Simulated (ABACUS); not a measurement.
# CdTe (F-43m) in ABACUS: equation of state

Aim: energy against volume of CdTe in PBEsol, for its equilibrium volume and stiffness.

Program: ABACUS 3.10.1. These are calculated values, not measurements. Logs are shortened: lines on timing, memory, paths and dates and some standing lists are left out, and cuts for length are marked.

**What was measured.**

“Multiscale insight into the Cd1-xZnxTe vibrational-mechanical properties -- High-pressure experiments and ab initio calculations”, 2023, arxiv:2306.14539 quotes, for a powder of CdTe: bulk modulus 42 ± 2 GPa.

The results are compared with them further down.

**1. The structure**

The structure is cubic, space group F-43m (No. 216). Conventional cell: a = 6.410 Å, b = 6.410 Å, c = 6.410 Å, α = 90.00°, β = 90.00°, γ = 90.00°. Te (site symmetry -43m) has 4 Cd at 2.78 Å as nearest neighbours. Around Cd (site symmetry -43m) lie 4 Te at 2.78 Å.

**2. Equation of state, PBEsol, 30.95 Å³/atom (volume scaled by 0.94)**

The input, INPUT:

```
INPUT_PARAMETERS
suffix              CdTe
calculation         scf
basis_type          pw
pseudo_dir          ./
symmetry            1
dft_functional      pbesol
ecutwfc             103
pseudo_rcut         7
nspin               1
nbands              22
ks_solver           dav
smearing_method     fd
smearing_sigma      0.00367493
scf_thr             1e-08
scf_nmax            100
mixing_type         broyden
mixing_beta         0.7
cal_force           1
cal_stress          1
kpar                4
```

The input, STRU:

```
ATOMIC_SPECIES
Te 127.6000 Te.upf
Cd 112.4140 Cd.upf

LATTICE_CONSTANT
1.8897261246

LATTICE_VECTORS
0.0000000000 3.1395734784 3.1395734784
3.1395734784 0.0000000000 3.1395734784
3.1395734784 3.1395734784 0.0000000000

ATOMIC_POSITIONS
Direct

Te
0.0
1
0.7500000000 0.7500000000 0.7500000000 1 1 1

Cd
0.0
1
0.0000000000 0.0000000000 0.0000000000 1 1 1
```

The input, KPT:

```
K_POINTS
0
Gamma
7 7 7 0 0 0
```

Potentials or basis: PseudoDojo NC SR 0.4.1 PBEsol standard, plane waves.

On the command line:

```console
$ OMP_NUM_THREADS=1 mpirun -np 4 abacus > log
```

running log:

```text
ABACUS v3.10.1

               Atomic-orbital Based Ab-initio Computation at UStc

 ------------------------------------------------------------------------------------

 READING GENERAL INFORMATION
                           global_out_dir = OUT.CdTe/
                           global_in_card = INPUT
                               pseudo_dir = ./
                              orbital_dir =
                                    DSIZE = 4
                                    GSIZE = 1

 READING UNITCELL INFORMATION
                                    ntype = 2
                  lattice constant (Bohr) = 1.88973
              lattice constant (Angstrom) = 1

 READING ATOM TYPE 1
                               atom label = Te
                      L=0, number of zeta = 1
                      L=1, number of zeta = 1
                      L=2, number of zeta = 1
             number of atom for this type = 1

 READING ATOM TYPE 2
                               atom label = Cd
                      L=0, number of zeta = 1
                      L=1, number of zeta = 1
                      L=2, number of zeta = 1
             number of atom for this type = 1

                        TOTAL ATOM NUMBER = 2
DIRECT COORDINATES
    atom                   x                   y                   z     mag                  vx                  vy                  vz
taud_Te1            0.7500000000        0.7500000000        0.7500000000  0.0000        0.0000000000        0.0000000000        0.0000000000
taud_Cd1            0.0000000000        0.0000000000        0.0000000000  0.0000        0.0000000000        0.0000000000        0.0000000000

                          Volume (Bohr^3) = 417.675
                             Volume (A^3) = 61.893

 Lattice vectors: (Cartesian coordinate: in unit of a_0)
                   +0            +3.13957            +3.13957
             +3.13957                  +0            +3.13957
             +3.13957            +3.13957                  +0
 Reciprocal vectors: (Cartesian coordinate: in unit of 2 pi/a_0)
            -0.159257           +0.159257           +0.159257
            +0.159257           -0.159257           +0.159257
            +0.159257           +0.159257           -0.159257
 The esolver type has been set to : ksdft_pw

                PAO radial cut off (Bohr) = 7

 Read in pseudopotential file is Te.upf
                     pseudopotential type = NC
          exchange-correlation functional = PBESOL
                 nonlocal core correction = 1
                        valence electrons = 16
                                     lmax = 2
                           number of zeta = 3
[... 7 lines left out ...]
                PAO radial cut off (Bohr) = 7

 Read in pseudopotential file is Cd.upf
                     pseudopotential type = NC
          exchange-correlation functional = PBESOL
                 nonlocal core correction = 1
                        valence electrons = 20
                                     lmax = 2
                           number of zeta = 4
                     number of projectors = 6
                           L of projector = 0
                           L of projector = 0
                           L of projector = 1
[... 169 lines left out ...]
 projector 3 L=1
 projector 4 L=1
 projector 5 L=2
 projector 6 L=2
      TOTAL NUMBER OF NONLOCAL PROJECTORS = 36

 Init Non-Local PseudoPotential table :
 Init Non-Local-Pseudopotential done.

                                     npwx = 7419

 Make real space PAO into reciprocal space.
       max mesh points in Pseudopotential = 701
     dq(describe PAO in reciprocal space) = 0.01
                                    max q = 1222

 number of pseudo atomic orbitals for Te is 3
WARNING: norm of atomic wavefunction # 2 of atomic type Te is 0.999977, renormalized
WARNING: norm of atomic wavefunction # 3 of atomic type Te is 0.99875, renormalized

 number of pseudo atomic orbitals for Cd is 4
WARNING: norm of atomic wavefunction # 3 of atomic type Cd is 0.999996, renormalized
WARNING: norm of atomic wavefunction # 4 of atomic type Cd is 0.997645, renormalized

 -------------------------------------------
[... 5 lines left out ...]

 Notice: Threshold on eigenvalues was too large.
 hsover_error=0.36 > DRHO=0.0515479
 Origin diag ethr = 0.01
 New diag ethr = 0.000143189

 Density error is 0.05242869804
                          Error Threshold = 0.000143188609751
----------------------------------------------------------
     Energy           Rydberg                 eV
----------------------------------------------------------
 E_KohnSham     -559.8079462660      -7616.5778548953
 E_Harris       -562.1825760812      -7648.8863510227
 E_Fermi        0.6867129140         9.3432085207
----------------------------------------------------------
[... 63 lines left out ...]
 Density error is 2.78516650907e-09
                          Error Threshold = 1.05929047506e-10
----------------------------------------------------------
     Energy           Rydberg                 eV
----------------------------------------------------------
 E_KohnSham     -559.8233280017      -7616.7871341455
 E_KS(sigma->0) -559.8233279684      -7616.7871336936
 E_Harris       -559.8229319997      -7616.7817462627
 E_band         -54.8712286197       -746.5613654889
 E_one_elec     -349.5823240199      -4756.3115267525
 E_Hartree      183.4457576999       2495.9075786458
 E_xc           -96.9610161204       -1319.2223031072
 E_Ewald        -296.7257454948      -4037.1608820277
 E_entropy(-TS) -0.0000000664        -0.0000009039
 E_descf        0.0000000000         0.0000000000
 E_exx          0.0000000000         0.0000000000
 E_Fermi        0.6940800887         9.4434440742
----------------------------------------------------------

 charge density convergence is achieved
 final etot is -7616.7871341 eV
 EFERMI = 9.4434440742 eV

 STATE ENERGY(eV) AND OCCUPATIONS    NSPIN == 1
 1/5 kpoint (Cartesian) = 0.0000 0.0000 0.0000 (7391 pws)
       1       -93.3568     0.00583090
       2       -54.4476     0.00583090
       3       -54.4476     0.00583090
       4       -54.4476     0.00583090
       5       -27.3311     0.00583090
       6       -27.3311     0.00583090
[... 110 lines left out ...]
      21        14.2779    3.56882e-44
      22        14.2779    3.56882e-44

------------------------------------------------------------------------------------------
 TOTAL-FORCE (eV/Angstrom)
------------------------------------------------------------------------------------------
                       Te1         0.0000000000         0.0000000000         0.0000000000
                       Cd1         0.0000000000         0.0000000000         0.0000000000
------------------------------------------------------------------------------------------

----------------------------------------------------------------
 TOTAL-STRESS (KBAR)
----------------------------------------------------------------
        52.7314043795        -0.0000000000        -0.0000000000
        -0.0000000000        52.7314043795         0.0000000000
        -0.0000000000         0.0000000000        52.7314043795
----------------------------------------------------------------
 TOTAL-PRESSURE: 52.731404 KBAR

 --------------------------------------------
 !FINAL_ETOT_IS -7616.7871341455174843 eV
 --------------------------------------------
```

stdout:

```text
ABACUS
v3.10.1

               Atomic-orbital Based Ab-initio Computation at UStc

[... 35 lines left out ...]
----------------------------------------------------------------
 TOTAL-STRESS (KBAR)
----------------------------------------------------------------
        52.7314043795        -0.0000000000        -0.0000000000
        -0.0000000000        52.7314043795         0.0000000000
        -0.0000000000         0.0000000000        52.7314043795
----------------------------------------------------------------
 TOTAL-PRESSURE: 52.731404 KBAR
```

It took 28 s on 4 MPI ranks of Intel Xeon Platinum 8259CL at 2.50GHz (Skylake/Cascade Lake), shared host; peak memory 0.6 GiB.

What came out:

- Free energy: -7616.7871 eV
- Pressure: 5.3 GPa
- Band gap on the k mesh: 0.94 eV, direct

Caveat: spin-orbit coupling is left out, which moves the levels of the heavy elements.

**3. Equation of state, PBEsol, 31.60 Å³/atom (volume scaled by 0.96)**

INPUT is that of step 2.

Changes to STRU since step 2:

```diff
@@ -8,5 +8,5 @@
 LATTICE_VECTORS
-0.0000000000 3.1395734784 3.1395734784
-3.1395734784 0.0000000000 3.1395734784
-3.1395734784 3.1395734784 0.0000000000
+0.0000000000 3.1616838793 3.1616838793
+3.1616838793 0.0000000000 3.1616838793
+3.1616838793 3.1616838793 0.0000000000
```

KPT is that of step 2.

Potentials or basis: PseudoDojo NC SR 0.4.1 PBEsol standard, plane waves.

On the command line:

```console
$ OMP_NUM_THREADS=1 mpirun -np 4 abacus > log
```

It took 29 s on 4 MPI ranks of Intel Xeon Platinum 8259CL at 2.50GHz (Skylake/Cascade Lake), shared host; peak memory 0.6 GiB.

The run converged. Its results:

* Free energy: -7616.8253 eV
* Pressure: 4.0 GPa
* Band gap on the k mesh: 0.88 eV, direct

Caveat: spin-orbit coupling is left out, which moves the levels of the heavy elements.

**4. Equation of state, PBEsol, 32.26 Å³/atom (volume scaled by 0.98)**

INPUT is that of step 3.

Changes to STRU since step 3:

```diff
@@ -8,5 +8,5 @@
 LATTICE_VECTORS
-0.0000000000 3.1616838793 3.1616838793
-3.1616838793 0.0000000000 3.1616838793
-3.1616838793 3.1616838793 0.0000000000
+0.0000000000 3.1834892848 3.1834892848
+3.1834892848 0.0000000000 3.1834892848
+3.1834892848 3.1834892848 0.0000000000
```

KPT is that of step 3.

On the command line:

```console
$ OMP_NUM_THREADS=1 mpirun -np 4 abacus > log
```

It took 31 s on 4 MPI ranks of Intel Xeon Platinum 8259CL at 2.50GHz (Skylake/Cascade Lake), shared host; peak memory 0.6 GiB.

The run converged. Its results:

| Quantity | Value |
| --- | --- |
| Free energy | -7616.8532 eV |
| Pressure | 2.8 GPa |
| Band gap on the k mesh | 0.82 eV, direct |

Caveat: spin-orbit coupling is left out, which moves the levels of the heavy elements.

**5. Equation of state, PBEsol, 32.92 Å³/atom**

INPUT is that of step 4.

Changes to STRU since step 4:

```diff
@@ -8,5 +8,5 @@
 LATTICE_VECTORS
-0.0000000000 3.1834892848 3.1834892848
-3.1834892848 0.0000000000 3.1834892848
-3.1834892848 3.1834892848 0.0000000000
+0.0000000000 3.2050000000 3.2050000000
+3.2050000000 0.0000000000 3.2050000000
+3.2050000000 3.2050000000 0.0000000000
```

KPT is that of step 4.

On the command line:

```console
$ OMP_NUM_THREADS=1 mpirun -np 4 abacus > log
```

Run time: 33 s. Hardware: 4 MPI ranks of Intel Xeon Platinum 8259CL at 2.50GHz (Skylake/Cascade Lake), shared host; peak memory 0.6 GiB.

The run converged. Its results:

| Property | Result |
| --- | --- |
| Free energy | -7616.8719 eV |
| Pressure | 1.7 GPa |
| Band gap on the k mesh | 0.76 eV, direct |

Caveat: spin-orbit coupling is left out, which moves the levels of the heavy elements.

**6. Equation of state, PBEsol, 33.58 Å³/atom (volume scaled by 1.02)**

INPUT is that of step 5.

Changes to STRU since step 5:

```diff
@@ -8,5 +8,5 @@
 LATTICE_VECTORS
-0.0000000000 3.2050000000 3.2050000000
-3.2050000000 0.0000000000 3.2050000000
-3.2050000000 3.2050000000 0.0000000000
+0.0000000000 3.2262257841 3.2262257841
+3.2262257841 0.0000000000 3.2262257841
+3.2262257841 3.2262257841 0.0000000000
```

KPT is that of step 5.

Potentials or basis: PseudoDojo NC SR 0.4.1 PBEsol standard, plane waves.

On the command line:

```console
$ OMP_NUM_THREADS=1 mpirun -np 4 abacus > log
```

Wall time 35 s (4 MPI ranks of Intel Xeon Platinum 8259CL at 2.50GHz (Skylake/Cascade Lake), shared host); peak memory 0.6 GiB.

Results (log left out):

| Item | Value |
| --- | --- |
| Free energy | -7616.8825 eV |
| Pressure | 0.8 GPa |
| Band gap on the k mesh | 0.70 eV, direct |

Caveat: spin-orbit coupling is left out, which moves the levels of the heavy elements.

**7. Equation of state, PBEsol, 34.24 Å³/atom (volume scaled by 1.04)**

INPUT is that of step 6.

Changes to STRU since step 6:

```diff
@@ -8,5 +8,5 @@
 LATTICE_VECTORS
-0.0000000000 3.2262257841 3.2262257841
-3.2262257841 0.0000000000 3.2262257841
-3.2262257841 3.2262257841 0.0000000000
+0.0000000000 3.2471758892 3.2471758892
+3.2471758892 0.0000000000 3.2471758892
+3.2471758892 3.2471758892 0.0000000000
```

KPT is that of step 6.

On the command line:

```console
$ OMP_NUM_THREADS=1 mpirun -np 4 abacus > log
```

It took 32 s on 4 MPI ranks of Intel Xeon Platinum 8259CL at 2.50GHz (Skylake/Cascade Lake), shared host; peak memory 0.6 GiB.

It converged, with:

```
Free energy            : -7616.8858 eV
Pressure               : 0.0 GPa
Band gap on the k mesh : 0.64 eV, direct
```

Caveat: spin-orbit coupling is left out, which moves the levels of the heavy elements.

**8. Equation of state, PBEsol, 34.90 Å³/atom (volume scaled by 1.06)**

INPUT is that of step 7.

Changes to STRU since step 7:

```diff
@@ -8,5 +8,5 @@
 LATTICE_VECTORS
-0.0000000000 3.2471758892 3.2471758892
-3.2471758892 0.0000000000 3.2471758892
-3.2471758892 3.2471758892 0.0000000000
+0.0000000000 3.2678590959 3.2678590959
+3.2678590959 0.0000000000 3.2678590959
+3.2678590959 3.2678590959 0.0000000000
```

KPT is that of step 7.

On the command line:

```console
$ OMP_NUM_THREADS=1 mpirun -np 4 abacus > log
```

Run time: 34 s. Hardware: 4 MPI ranks of Intel Xeon Platinum 8259CL at 2.50GHz (Skylake/Cascade Lake), shared host; peak memory 0.64 GiB.

The run converged. Its results:

```
Free energy            : -7616.8825 eV
Pressure               : -0.8 GPa
Band gap on the k mesh : 0.59 eV, direct
```

Caveat: spin-orbit coupling is left out, which moves the levels of the heavy elements.

**9. Equation of state, PBEsol**

Potentials or basis: PseudoDojo NC SR 0.4.1 PBEsol standard, plane waves.

This step only gathers the single runs of the series.

Results:

- Equilibrium volume: 34.23 Å³/atom
- Bulk modulus: 41 GPa
- Pressure derivative of the bulk modulus: 4.8

Energy against volume, from the lowest point:
| volume (Å³/atom) | energy (meV/atom) |
| --- | --- |
| 30.947 | 49.32 |
| 31.605 | 30.25 |
| 32.263 | 16.29 |
| 32.922 | 6.92 |
| 33.580 | 1.63 |
| 34.239 | 0.00 |
| 34.897 | 1.63 |

Spin-orbit coupling is left out, which matters for the levels of Te.

**10. Comparison with measurements**

Step 9. Measured bulk modulus of CdTe: 42 GPa (powder; quoted in “Multiscale insight into the Cd1-xZnxTe vibrational-mechanical properties -- High-pressure experiments and ab initio calculations”, 2023, arxiv:2306.14539). This calculation gives 41 GPa (-1.5 %). The fit is for a static lattice scaled at fixed shape and fixed fractional positions.
